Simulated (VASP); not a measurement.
A run of VASP 6.6.1 is set up as follows.

Contents of POSCAR:

```
BAs
1.0
    0.0000000000      2.3885000000      2.3885000000
    2.3885000000      0.0000000000      2.3885000000
    2.3885000000      2.3885000000      0.0000000000
B As
1 1
Direct
    0.0000000000      0.0000000000      0.0000000000
    0.7500000000      0.7500000000      0.7500000000
```

Contents of INCAR.step1:

```
ALGO = Normal
EDIFF = 1E-4
ENCUT = 520
GGA = PE
ISMEAR = 0
LASPH = T
LCHARG = F
LREAL = F
LWAVE = T
NBANDS = 11
NELM = 60
PREC = Accurate
SIGMA = 0.1
```

The input INCAR.step2:

```
ALGO = Normal
EDIFF = 1E-6
ENCUT = 520
ISIF = 2
ISMEAR = 0
ISTART = 1
LASPH = T
LCHARG = F
LMIXTAU = T
LREAL = F
LWAVE = F
METAGGA = R2SCAN
NBANDS = 11
NELM = 60
PREC = Accurate
SIGMA = 0.1
```

File KPOINTS:

```
k-points
0
Gamma
  6 6 6
```

Potentials or basis: VASP PAW PBE potentials, release 64 (B, As).

Command:

```console
$ cat potpaw_PBE.64/B/POTCAR potpaw_PBE.64/As/POTCAR > POTCAR
$ cp INCAR.step1 INCAR
$ mpirun -np 1 vasp_std > vasp.out
$ cp INCAR.step2 INCAR
$ mpirun -np 1 vasp_std > vasp.out
```

Task: Predict the band gap on the k mesh.

Result: 1.46 eV, indirect (least direct gap 3.44 eV).

Task: Estimate the pressure.

Result: 0.9 GPa.

Caveat: the PAW data sets were made with another functional, which shifts forces and pressure a little. r2SCAN opens gaps a little over a GGA but as a rule still falls short of measured ones.
